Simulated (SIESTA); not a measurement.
Crystal: CoO.

```
CELL_PARAMETERS angstrom
-1.50800 1.50800 2.10725
1.50800 -1.50800 2.10725
1.50800 1.50800 -2.10725
ATOMIC_POSITIONS crystal
Co 0.00000 0.00000 0.00000
O 0.50000 0.50000 0.00000
```

Base run:

```yaml
Program: SIESTA 5.4.2
Functional: PBE
Potentials_or_basis: PseudoDojo 0.4 standard (PBE files)
Basis: DZP (energy shift 0.003 Ry; two zetas on semicore shells)
Grid_cutoff: 800 Ry
Energy_shift: 0.003 Ry
k_mesh: 12 × 12 × 12
Occupations: fermi-dirac, width 0.05 eV
Spin: collinear spin, ferromagnetic start
Starting_moments: "[2.0, 0.0] μB"
```

Its results: band gap on the k mesh none (metal or under the smearing width); pressure 1.3 GPa; net moment 2.98 μB per cell; site moments Co +2.61; O +0.36 μB.

Task: The run is repeated on the same cell with these changes: functional from PBE to PBEsol; potentials or basis from PseudoDojo 0.4 standard (PBE files) to PseudoDojo 0.4 standard (PBEsol files). What comes out?

Result: Band gap on the k mesh none (metal or under the smearing width); pressure -8.1 GPa; net moment 2.96 μB per cell; site moments Co +2.59; O +0.37 μB.

Caveats: short orbitals over semicore shells can move pressures by several GPa; the basis of atomic orbitals isn't converged, which shifts pressures, moduli and gaps; a cell with one magnetic atom can't hold antiferromagnetic order, which such compounds often take; semilocal functionals often make such compounds metallic where correlation or magnetic order opens a gap, which also shifts bond lengths.
